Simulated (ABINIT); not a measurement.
# Al (Im-3m) in ABINIT: notebook

One crystal, Al, is run at these levels: PBEsol; tasks: single point.

Program: ABINIT 10.8.3 (patched build). These are calculated values, not measurements. Logs are shortened: lines on timing, memory, paths and dates and some standing lists are left out, and cuts for length are marked. The log counts tension as positive stress, the text compression.

### Step 1. The cell of the first run

The structure is cubic, space group Im-3m (No. 229). The conventional cell has a = 3.182 Å, b = 3.182 Å, c = 3.182 Å, α = 90.00°, β = 90.00°, γ = 90.00°. Around Al (site symmetry m-3m) lie 8 Al at 2.76 Å.

This isn't the form of Al at room conditions, which is fcc.

### Step 2. Single point, PBEsol, 16.12 Å³/atom (biaxial strain of 0 %)

run.abi

```
# Pseudopotentials
pp_dirpath "./"
pseudos "Al.GGA_PBE-JTH.xml"

# Structure
acell 5.208220536 5.208220536 5.208220536
rprim
    -0.5773502692     0.5773502692     0.5773502692
     0.5773502692    -0.5773502692     0.5773502692
     0.5773502692     0.5773502692    -0.5773502692
ntypat 1
znucl 13
natom 1
typat 1
xred
     0.0000000000     0.0000000000     0.0000000000

# Plane-wave basis
ecut 408.170794 eV
pawecutdg 30.0
pawxcdev 0

# k points
kptopt 1
ngkpt 12 12 12
nshiftk 1
shiftk 0.0 0.0 0.0

# Exchange and correlation
ixc -116133

# Bands and occupations
nband 6
occopt 3
tsmear 0.05 eV

# SCF cycle
nstep 100
tolvrs 1.0e-9

# Output
iomode 3
prtwf 0
prtden 0
prteig 0
prtebands 0
enunit 1
```

Potentials or basis: JTH PAW PBE v2.0.

Run with:

```
> abinit run.abi > log 2>&1
```

run.abo:

```text
.Version 10.8.3 of ABINIT
 Symmetries : space group Im -3 m (#229); Bravais cI (body-center cubic)
================================================================================
 Values of the parameters that define the memory need of the present run
     intxc =       0    ionmov =       0      iscf =      17    lmnmax =       8
     lnmax =       4     mgfft =      20  mpssoang =       2    mqgrid =    3001
     natom =       1  nloc_mem =       2    nspden =       1   nspinor =       1
    nsppol =       1      nsym =      48    n1xccc =       1    ntypat =       1
    occopt =       3   xclevel =       2
       mpw =         321          nfft =        8000          nkpt =          72
 PAW method is used; the additional fine FFT grid is defined by:
   mgfftf=        27    nfftf =     19683
================================================================================
================================================================================

--------------------------------------------------------------------------------
------------- Echo of variables that govern the present computation ------------
--------------------------------------------------------------------------------
 -outvars: echo values of preprocessed input variables --------
            acell      5.2082205360E+00  5.2082205360E+00  5.2082205360E+00 Bohr
              amu      2.69815390E+01
             ecut      1.50000000E+01 Hartree
           enunit           1
                       outvar_i_n : Printing only first  50 k-points.
              ixc     -116133
                       outvar_i_n : Printing only first  50 k-points.
         kptrlatt       12    0    0      0   12    0      0    0   12
          kptrlen      6.24986464E+01
            natom           1
            nband           6
            ngfft          20      20      20
          ngfftdg          27      27      27
             nkpt          72
            nstep         100
             nsym          48
           ntypat           1
                       prtocc : prtvol=0, do not print more k-points.
           occopt           3
        pawecutdg      3.00000000E+01 Hartree
         pawxcdev           0
           prtden           0
        prtebands           0
           prteig           0
            prtwf           0
            rprim     -5.7735026920E-01  5.7735026920E-01  5.7735026920E-01
                       5.7735026920E-01 -5.7735026920E-01  5.7735026920E-01
                       5.7735026920E-01  5.7735026920E-01 -5.7735026920E-01
          spgroup         229
           tolvrs      1.00000000E-09
           tsmear      1.83746611E-03 Hartree
            typat      1
           useylm           1
                       outvars : Printing only first  50 k-points.
            znucl       13.00000

================================================================================

 chkinp: Checking input parameters for consistency.

================================================================================
== DATASET  1 ==================================================================

--- !DatasetInfo
iteration_state: {dtset: 1, }
dimensions: {natom: 1, nkpt: 72, mband: 6, nsppol: 1, nspinor: 1, nspden: 1, mpw: 321, }
cutoff_energies: {ecut:  15.0, pawecutdg:  30.0, }
electrons: {nelect:   3.00000000E+00, charge:   0.00000000E+00, occopt:   3.00000000E+00, tsmear:   1.83746611E-03, }
meta: {optdriver: 0, ionmov: 0, optcell: 0, iscf: 17, paral_kgb: 0, }
...

 Real(R)+Recip(G) space primitive vectors, cartesian coordinates (Bohr,Bohr^-1):
 R(1)= -3.0069675  3.0069675  3.0069675  G(1)=  0.0000000  0.1662805  0.1662805
 R(2)=  3.0069675 -3.0069675  3.0069675  G(2)=  0.1662805  0.0000000  0.1662805
 R(3)=  3.0069675  3.0069675 -3.0069675  G(3)=  0.1662805  0.1662805  0.0000000
 Unit cell volume ucvol=  1.0875424E+02 bohr^3
 Angles (23,13,12)=  1.09471221E+02  1.09471221E+02  1.09471221E+02 degrees

 Coarse grid specifications (used for wave-functions):

 getcut: wavevector=  0.0000  0.0000  0.0000  ngfft=  20  20  20
         ecut(hartree)=     15.000   => boxcut(ratio)=   2.20807

 getcut : COMMENT -
  Note that boxcut > 2.2 ; recall that boxcut=Gcut(box)/Gcut(sphere) = 2
  is sufficient for exact treatment of convolution.
  Such a large boxcut is a waste : you could raise ecut
  e.g. ecut=   18.283405 Hartrees makes boxcut=2

 Fine grid specifications (used for densities):

 getcut: wavevector=  0.0000  0.0000  0.0000  ngfft=  27  27  27
         ecut(hartree)=     30.000   => boxcut(ratio)=   2.02768

--- Pseudopotential description ------------------------------------------------
- pspini: atom type   1  psp file is ./Al.GGA_PBE-JTH.xml
 Pseudopotential format is: paw10
 basis_size (lnmax)=  4 (lmn_size=  8), orbitals=   0   0   1   1
 Spheres core radius: rc_sph= 1.90363307
 Shapefunction is SIN type: shapef(r)=[sin(pi*r/rshp)/(pi*r/rshp)]**2
 Radius for shape functions =  1.60786206
 Compensation charge density is not taken into account in XC energy/potential

  -1.09563711E+01                                ecore*ucvol(ha*bohr**3)
--------------------------------------------------------------------------------

[... 7 lines left out ...]

     iter   Etot(hartree)      deltaE(h)  residm     nres2
 ETOT  1  -2.0858177541262    -2.086E+00 3.135E-01 2.353E-01
 ETOT  2  -2.1002272050448    -1.441E-02 1.331E-02 2.721E-02
 ETOT  3  -2.1000730710685     1.541E-04 1.291E-03 1.174E-03
 ETOT  4  -2.1000632796375     9.791E-06 6.226E-04 3.977E-05
 ETOT  5  -2.1000632189370     6.070E-08 1.105E-03 7.208E-08
 ETOT  6  -2.1000632184472     4.898E-10 3.640E-04 9.568E-10

 At SCF step    6       nres2   =  9.57E-10 < tolvrs=  1.00E-09 =>converged.

 Cartesian components of stress tensor (hartree/bohr^3)
  sigma(1 1)= -8.41161534E-05  sigma(3 2)=  0.00000000E+00
  sigma(2 2)= -8.41161534E-05  sigma(3 1)=  0.00000000E+00
  sigma(3 3)= -8.41161534E-05  sigma(2 1)=  0.00000000E+00

--- !ResultsGS
iteration_state: {dtset: 1, }
comment   : Summary of ground state results
lattice_vectors:
- [ -3.0069675,   3.0069675,   3.0069675, ]
- [  3.0069675,  -3.0069675,   3.0069675, ]
- [  3.0069675,   3.0069675,  -3.0069675, ]
lattice_lengths: [   5.20822,    5.20822,    5.20822, ]
lattice_angles: [109.471, 109.471, 109.471, ] # degrees, (23, 13, 12)
lattice_volume:   1.0875424E+02
convergence: {deltae:  4.898E-10, res2:  9.568E-10, residm:  3.640E-04, diffor: null, }
etotal    :  -2.10006322E+00
entropy   :   0.00000000E+00
fermie    :   3.32261443E-01
cartesian_stress_tensor: # hartree/bohr^3
- [ -8.41161534E-05,   0.00000000E+00,   0.00000000E+00, ]
- [  0.00000000E+00,  -8.41161534E-05,   0.00000000E+00, ]
- [  0.00000000E+00,   0.00000000E+00,  -8.41161534E-05, ]
pressure_GPa:   2.4748E+00
xred      :
- [  0.0000E+00,   0.0000E+00,   0.0000E+00, Al]
cartesian_forces: # hartree/bohr
- [ -0.00000000E+00,  -0.00000000E+00,  -0.00000000E+00, ]
force_length_stats: {min:   0.00000000E+00, max:   0.00000000E+00, mean:   0.00000000E+00, }
...

 Integrated electronic density in atomic spheres:
 ------------------------------------------------
 Atom  Sphere_radius  Integrated_density
    1        1.90363          0.75221691

================================================================================

 ----iterations are completed or convergence reached----

 Mean square residual over all n,k,spin=   10.816E-07; max=  36.399E-05
 reduced coordinates (array xred) for    1 atoms
       0.000000000000      0.000000000000      0.000000000000
 rms dE/dt=  0.0000E+00; max dE/dt=  0.0000E+00; dE/dt below (all hartree)
    1       0.000000000000      0.000000000000      0.000000000000

 cartesian coordinates (angstrom) at end:
    1      0.00000000000000     0.00000000000000     0.00000000000000

 cartesian forces (hartree/bohr) at end:
    1     -0.00000000000000    -0.00000000000000    -0.00000000000000
 frms,max,avg= 0.0000000E+00 0.0000000E+00   0.000E+00  0.000E+00  0.000E+00 h/b

 cartesian forces (eV/Angstrom) at end:
    1     -0.00000000000000    -0.00000000000000    -0.00000000000000
 frms,max,avg= 0.0000000E+00 0.0000000E+00   0.000E+00  0.000E+00  0.000E+00 e/A
 length scales=  5.208220536000  5.208220536000  5.208220536000 bohr
              =  2.756071615138  2.756071615138  2.756071615138 angstroms
 Fermi (or HOMO) energy (eV) =   9.04129   Average Vxc (eV)=  -9.99614
 Eigenvalues (   eV  ) for nkpt=  72  k points:
 kpt#   1, nband=  6, wtk=  0.00058, kpt=  0.0000  0.0000  0.0000 (reduced coord)
  -2.24363   22.52821   22.52821   22.52821   24.05516   24.05516
 prteigrs : prtvol=0 or 1, do not print more k-points.

--- !EnergyTerms
iteration_state     : {dtset: 1, }
comment             : Components of total free energy in Hartree
kinetic             :  8.39837488843141E-01
hartree             :  2.91924043040589E-03
xc                  : -1.07489489076827E+00
Ewald energy        : -2.72310065996818E+00
psp_core            : -1.00744310403313E-01
local_psp           :  2.98929578192450E-01
PAW spherical_terms :  6.57132339436264E-01
internal            : -2.09992121423750E+00
'-kT*entropy'       : -1.51399110264839E-04
total_energy        : -2.10007261334777E+00
total_energy_eV     : -5.71458870264129E+01
...

--- !EnergyTermsDC
iteration_state     : {dtset: 1, }
comment             : '"Double-counting" decomposition of free energy'
band_energy         :  5.06191955196650E-01
Ewald energy        : -2.72310065996818E+00
psp_core            : -1.00744310403313E-01
xc_dc               :  3.50696684015372E-02
PAW spherical_terms :  1.82671527436340E-01
internal            : -2.09991181933696E+00
'-kT*entropy'       : -1.51399110264839E-04
total_energy_dc     : -2.10006321844723E+00
total_energy_dc_eV  : -5.71456313781455E+01
...

--- !EnergyTermsWithPAWCore
iteration_state     : {dtset: 1, }
comment             : 'Components of total free energy, including PAW core contributions'
Total energy        : -2.42342019162307E+02
Total energy DC     : -2.42342009767407E+02
Total energy (eV)   : -6.59446228705647E+03
Total energy DC (eV): -6.59446203140820E+03
...

 Cartesian components of stress tensor (hartree/bohr^3)
  sigma(1 1)= -8.41161534E-05  sigma(3 2)=  0.00000000E+00
  sigma(2 2)= -8.41161534E-05  sigma(3 1)=  0.00000000E+00
  sigma(3 3)= -8.41161534E-05  sigma(2 1)=  0.00000000E+00

-Cartesian components of stress tensor (GPa)         [Pressure=  2.4748E+00 GPa]
- sigma(1 1)= -2.47478267E+00  sigma(3 2)=  0.00000000E+00
- sigma(2 2)= -2.47478267E+00  sigma(3 1)=  0.00000000E+00
- sigma(3 3)= -2.47478267E+00  sigma(2 1)=  0.00000000E+00

== END DATASET(S) ==============================================================
================================================================================

 -outvars: echo values of variables after computation  --------
            acell      5.2082205360E+00  5.2082205360E+00  5.2082205360E+00 Bohr
           etotal     -2.1000632184E+00
            fcart     -0.0000000000E+00 -0.0000000000E+00 -0.0000000000E+00
            rprim     -5.7735026920E-01  5.7735026920E-01  5.7735026920E-01
                       5.7735026920E-01 -5.7735026920E-01  5.7735026920E-01
                       5.7735026920E-01  5.7735026920E-01 -5.7735026920E-01
           strten     -8.4116153368E-05 -8.4116153368E-05 -8.4116153368E-05
                       0.0000000000E+00  0.0000000000E+00  0.0000000000E+00
 Calculation completed.
```

Run time: 3.2 s. Hardware: 1 thread of Intel Xeon 6975P-C (Granite Rapids), shared host; peak memory 0.07 GiB.

Results:

```yaml
Free_energy: -57.1456 eV
Pressure: 2.5 GPa
Band_gap_on_the_k_mesh: none (metal or under the smearing width)
Valence_electrons_inside_the_program's_atomic_spheres: Al 0.75 (radii [1.0074] Å)
```

Caveat: the PAW data sets were made with another functional, which shifts forces and pressure a little.

### Step 3. Single point, PBEsol, 15.48 Å³/atom (biaxial strain of -2 %)

Edit run.abi of step 2 so:

```diff
@@ -5,7 +5,7 @@
 # Structure
-acell 5.208220536 5.208220536 5.208220536
+acell 5.1390121947 5.1390121947 5.1390121947
 rprim
-    -0.5773502692     0.5773502692     0.5773502692
-     0.5773502692    -0.5773502692     0.5773502692
-     0.5773502692     0.5773502692    -0.5773502692
+    -0.5734230755     0.5734230755     0.5851255873
+     0.5734230755    -0.5734230755     0.5851255873
+     0.5734230755     0.5734230755    -0.5851255873
 ntypat 1
@@ -16,2 +16,5 @@
      0.0000000000     0.0000000000     0.0000000000
+chkprim 0
+chksymtnons 0
+tolsym 1.0e-6
```

Potentials or basis: JTH PAW PBE v2.0.

Run with:

```
> abinit run.abi > log 2>&1
```

Wall time 4.5 s (1 thread of Intel Xeon 6975P-C (Granite Rapids), shared host); peak memory 0.08 GiB.

The run converged. Its results:

```
Free energy                                           : -57.1289 eV
Pressure                                              : 6.0 GPa
Band gap on the k mesh                                : none (metal or under the smearing width)
Valence electrons inside the program's atomic spheres : Al 0.78 (radii [1.0074] Å)
```

Caveat: the PAW data sets were made with another functional, which shifts forces and pressure a little.
